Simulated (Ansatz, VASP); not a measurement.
# Cross-check of GaP between VASP and Ansatz, part 2 of 2

Aim: how closely do two programs agree when they are given the same cell, functional and k mesh? The cell is a member of a volume series, scaled by 0.985 from a relaxed one, so a pressure remains.

VASP 6.6.1 and Ansatz 0.2.0.

So far. Step 3 (Ansatz: single point, HSE06, volume scaled by 0.985): The run ends at a pressure of 1.66 GPa.

## Step 4: Side by side

Known differences besides the potentials themselves: exact exchange at q = 0 is treated differently, which shows on coarse meshes; VASP keeps PBE cores, Ansatz makes them for the functional; the cutoff is 420 eV in Ansatz and 450 eV in VASP; VASP takes a coarser grid for exact exchange (PRECFOCK = Fast). Total energies have different zeros and are not compared.

The two programs side by side:

```csv
quantity,Ansatz,VASP,difference
pressure (GPa),1.66,1.39,+0.27
pressure without Ansatz's Pulay correction (GPa),1.59,1.39,+0.20
gap on the k mesh (eV),2.288,2.290,-0.002
```

A gap on the mesh is an upper bound, since the band edges may lie between its points. Ansatz's pressure holds a Pulay correction of 0.07 GPa; VASP's holds none.

## Step 5: VASP: single point, HSE06, volume scaled by 1.015

A single point gives forces, pressure and levels at one fixed geometry, so differences don't come from the geometry; what else differs is listed under the comparison. The cell compared in this pair holds 41.33 Å³, against 40.11 Å³ for the pair before.

The run reads the wave functions of an earlier VASP run, which isn't shown here.

The input asks for a relaxation, which ended at its first step since no free force or stress exceeded the threshold; so it serves as a single point.

The input, INCAR:

```
SYSTEM = GaP
PREC = Accurate
ENCUT = 450
EDIFF = 1E-06
NELM = 100
ISMEAR = 0
SIGMA = 0.03
LREAL = .FALSE.
ALGO = Normal
LHFCALC = .TRUE.
AEXX = 0.25
GGA = PE
HFSCREEN = 0.2
LASPH = .TRUE.
NBANDS = 15
PRECFOCK = Fast
LORBIT = 11
LWAVE = .FALSE.
LCHARG = .FALSE.
KPAR = 2
IBRION = 2
NSW = 30
ISIF = 4
EDIFFG = -0.01
```

The input, POSCAR:

```
GaP
1.0
    0.0000000000      2.7442218265      2.7442218265
    2.7442218265      0.0000000000      2.7442218265
    2.7442218265      2.7442218265      0.0000000000
Ga P
1 1
Direct
    0.0000000000      0.0000000000      0.0000000000
    0.7500000000      0.7500000000      0.7500000000
```

The input, KPOINTS:

```
Automatic mesh
0
Gamma
5 5 5
0 0 0
```

The projector-augmented-wave data sets are Ga_d and P (PBE family, release 64).

Command:

```sh
$ mpirun -np 2 vasp_std
```

Numbers of over 12 decimals in the logs are rounded to 6 here.

Log:

```text
[... set-up lines as in an earlier step ...]
 entering main loop
       N       E                     dE             d eps       ncg     rms          rms(c)
DAV:   1    -0.107941995863E+02   -0.10794E+02   -0.66566E-01   401   0.184E+01    0.140E+00
DAV:   2    -0.107861709335E+02    0.80287E-02   -0.68444E-02   412   0.408E+00    0.126E+00
DAV:   3    -0.107826448484E+02    0.35261E-02   -0.79671E-03   377   0.157E+00    0.767E-01
DAV:   4    -0.107821394622E+02    0.50539E-03   -0.17835E-03   378   0.448E-01    0.460E-01
[...]
DAV:   8    -0.107820424529E+02    0.32852E-05   -0.18369E-06   321   0.957E-03    0.479E-02
DAV:   9    -0.107820413994E+02    0.10535E-05   -0.64794E-07   234   0.510E-03    0.261E-02
DAV:  10    -0.107820411129E+02    0.28644E-06   -0.28102E-07   164   0.373E-03
   1 F= -.10782041E+02 E0= -.10782041E+02  d E =-.107820E+02
[...]
reached required accuracy - stopping structural energy minimisation
```

OUTCAR, selected parts (step 5):

```text
  Total       -0.3255596     -0.3255596     -0.3255596      0.0000000     -0.0000000     -0.0000000
  in kB      -12.6198286    -12.6198286    -12.6198286      0.0000000     -0.0000000     -0.0000000
  external PRESSURE =     -12.6198286 kB  Pullay stress =       0.0000000 kB

 POSITION                                       TOTAL-FORCE (eV/Angst)
 -----------------------------------------------------------------------------------
      0.00000      0.00000      0.00000        -0.000000      0.000000     -0.000000
      4.11633      4.11633      4.11633         0.000000     -0.000000      0.000000
 -----------------------------------------------------------------------------------
    total drift:                                0.000034      0.000029      0.000018

  FREE ENERGIE OF THE ION-ELECTRON SYSTEM (eV)
  ---------------------------------------------------
  free  energy   TOTEN  =       -10.7820411129 eV

  energy  without entropy=      -10.7820411129  energy(sigma->0) =      -10.78204111

[... 2 parts as in an earlier step ...]

[... 2 further parts left out ...]
[key lines of the parts left out:]
E-fermi :   4.1796
```

## Step 6: Ansatz: single point, HSE06, volume scaled by 1.015

The same cell, functional, mesh and smearing now go to Ansatz, which takes its cutoff from its data sets.

The cell is a member of a volume series, scaled by 1.015 from a relaxed one, so a pressure remains.

The input, input.yaml:

```yaml
crystal:
  lattice:
    - [0.0, 2.74422183, 2.74422183]
    - [2.74422183, 0.0, 2.74422183]
    - [2.74422183, 2.74422183, 0.0]
  atoms:
    - { symbol: Ga, position: [0.0, 0.0, 0.0] }
    - { symbol: P, position: [0.75, 0.75, 0.75] }
hamiltonian:
  xc: { exchange: pbe, correlation: pbe, exx: { coeff: 0.25, omega: 0.2 } }
  pseudopotentials: { kind: paw }
kpoints:
  mp_grid: { grid: [5, 5, 5] }
scf:
  occupations: { method: gaussian, width: 0.03 }
  n_extra_bands: 4
output:
  forces: true
  stress: true
  eigenvalues: true
```

Command:

```sh
$ ansatz run input.yaml --threads 4 --pin off --max-ram 9216MiB --backend cpu --events-out ev --progress --plain --runs-dir out
```

Log:

```text
[...]
Crystal: 2 atoms, lattice volume = 41.332 Å³
Basis set: ecut = 420 eV, 869 PW (Γ), exchange–correlation on 54×54×54 points (8 copies of the dense FFT grid, shifted against one another)
Bands: 13, of which v1, the nominal top of the filled ones, is band 9 counted from 1 (8 counted from 0)
Symmetry: 24 space group operations
[...]
k-points: 10 of 125 (time reversal used)
[...]
P = ⅓ Tr σ = -1.0187 GPa (-10.187 kbar)
--- Band table (eV; the first three rows and the last of 10) ---
  k-point 0: bands = [... 5 lower, -7.2290, 6.3885, 6.3885, 6.3885, 9.0314, 11.1784, 11.1784, 11.1784]
  k-point 1: bands = [... 5 lower, -6.6988, 3.2376, 5.8827, 5.8827, 9.5490, 11.9057, 11.9057, 12.8498]
  k-point 2: bands = [... 5 lower, -5.4187, -0.1049, 5.2910, 5.2910, 8.9410, 12.0798, 12.0798, 15.5265]
  k-point 9: bands = [... 5 lower, -4.4208, -0.2693, 2.5467, 3.5730, 11.2893, 11.8381, 12.6773, 15.9968]
[key lines of the parts left out:]
Free energy (F): -4540.576252 eV
Fermi energy:    7.556370 eV
```

Wall time 12 s (4 threads of Arm Neoverse N1, shared host); peak memory 0.82 GiB; 39 s of CPU time.

For the gap on the k-mesh, step 4 gave 2.29 eV; this run, with cell volume +3.0 %, gives 2.34 eV.

## Step 7: Side by side

The two programs side by side:

```csv
quantity,Ansatz,VASP,difference
pressure (GPa),-1.02,-1.26,+0.24
pressure without Ansatz's Pulay correction (GPa),-1.08,-1.26,+0.18
gap on the k mesh (eV),2.336,2.337,-0.001
```

A gap on the mesh is an upper bound, since the band edges may lie between its points. Ansatz's pressure holds a Pulay correction of 0.06 GPa; VASP's holds none.

## Step 8: Summary of results

```yaml
difference_in_gap_on_the_k_mesh_single_point_hse06_volume_scaled_by_0p985: -0.0017 eV
difference_in_gap_on_the_k_mesh_single_point_hse06_volume_scaled_by_1p015: -0.0011 eV
```

What this shows: The difference in gap on the k mesh is -0.0017 eV (single point, HSE06, volume scaled by 0.985), within the 0.08 eV picked in this series as the mark of a large difference. How closely two codes agree says nothing of how well the functional describes the real material.

[Lines on the potential files, build, host, timing and source positions are cut from VASP's logs without a mark.]

[Logs are printed without paths, hosts, clocks, repeated set-up lines and the standing remarks that a program may print on its own settings, such as how far it seeks lower states.]

[Hosts, paths, dates, database ids (printed as entryN), source tags and the programs' standing remarks are cut or masked in the printed files.]
